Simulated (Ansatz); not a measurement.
**Ionic part of the dielectric constant of SiO₂, mode by mode**

Method: Ansatz, DFT PBE+D3(BJ), scalar-relativistic, plane waves, PAW. Settings: 420 eV plane-wave cutoff, Γ-centred 8×8×6 mesh, fixed occupations. No spin polarisation. Phonons by linear response, acoustic sum rule imposed.

Space group P-4m2 (No. 115), tetragonal, a = 2.826 Å, c = 4.216 Å. Around Si lie 4 O at 1.65 Å; O has 2 Si at 1.65 Å.

The cell was found from a structure generator's guess, not taken from experiment.

The primitive cell has V = 33.67 Å³ and ε∞,xx = 2.904. Each polar mode adds Δε = (4.92064×10⁷/V)·S/ν² along x, with S its oscillator strength in e²/amu, ν in cm⁻¹ and V in Å³.

Task: From these modes, find each Δε and ε0,xx.
| ν (cm⁻¹) | S_xx (e²/amu) |
| --- | --- |
| 382.09 | 0.2029 |
| 890.62 | 0.7613 |

Result:
| ν (cm⁻¹) | Δε |
| --- | --- |
| 382.09 | 2.03 |
| 890.62 | 1.40 |

The sum is 3.43, so ε0,xx = 6.33; the run's tensor has 6.34.

Task: Where do the longitudinal modes lie for a wave vector along x?

Result: At 455.76, 1103.07 cm⁻¹. The Lyddane–Sachs–Teller product Π(ν_LO/ν_TO)² = 2.18 agrees with ε0/ε∞ = 2.18.
